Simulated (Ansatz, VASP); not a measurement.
# C in VASP and in Ansatz

The input POSCAR:

```
C
1.0
    0.0000000000      1.7712409992      1.7712409992
    1.7801417077     -0.0089007085      1.7801417077
    1.7801417077      1.7801417077     -0.0089007085
C
2
Direct
    0.5000000000      0.5000000000      0.5000000000
    0.7500000000      0.7500000000      0.7500000000
```

INCAR.step1

```
  PREC = Accurate
  ENCUT = 520
  ISMEAR = 0
  SIGMA = 0.05
  LREAL = False
  LASPH = True
  NELM = 100
  NBANDS = 11
  GGA = PE
  ALGO = Normal
  EDIFF = 1E-4
  LWAVE = True
  LCHARG = False
```

File INCAR.step2:

```
  PREC = Accurate
  ENCUT = 520
  EDIFF = 1E-7
  ISMEAR = 0
  SIGMA = 0.05
  LREAL = False
  LASPH = True
  NELM = 100
  ALGO = Normal
  ISIF = 2
  LWAVE = False
  LCHARG = True
  METAGGA = R2SCAN
  LMIXTAU = True
  LELF = True
  LVHAR = True
  NBANDS = 11
  ISTART = 1
```

File KPOINTS:

```
regular mesh
0
Gamma
  12 12 12
```

Input for Ansatz:

```yaml
crystal:
  lattice:
    - [0.0, 1.7712409992, 1.7712409992]
    - [1.7801417077, -0.0089007085, 1.7801417077]
    - [1.7801417077, 1.7801417077, -0.0089007085]
  atoms:
    - { symbol: C, position: [0.5, 0.5, 0.5] }
    - { symbol: C, position: [0.75, 0.75, 0.75] }
basis:
  ecutwfc: 500
kpoints:
  mp_grid: { grid: [12, 12, 12] }
hamiltonian:
  xc: r2scan
scf:
  occupations: { method: gaussian, width: 0.05 }
output:
  forces: true
  stress: true
  eigenvalues: true
```

Change from the starting cell: strain -0.0100 x Voigt [0, 0, 0, 1, 0, 0], atoms carried along.

Alike in both runs: task single point; functional r2SCAN; k mesh 12 × 12 × 12; occupations gaussian, width 0.05 eV; no spin polarisation.

|  | VASP | Ansatz |
| --- | --- | --- |
| version | VASP 6.6.1 | Ansatz 0.2.0 |
| potentials or method | VASP PAW PBE potentials, release 64 (C) | scalar-relativistic, plane waves, PAW |
| plane-wave cutoff (eV) | 520 | 500 |
| valence electrons in the cell | 8 | 8 |

```tsv
	VASP	Ansatz	Ansatz less VASP
gap on the k mesh at the Fermi level (eV)	4.35	4.38	+0.030
least direct gap on the mesh (eV)	5.69	5.74	+0.044
pressure (GPa)	1.2	0.1	-1.11
largest component of the traceless stress (GPa)	5.93	5.89	-0.042
rms of the force components (eV/Å)	0.015	0.013	-0.0022
```

Atom by atom the forces differ by 0.002 eV/Å (rms over components).

Caveats: the PAW data sets were made with another functional, which shifts forces and pressure a little (VASP).
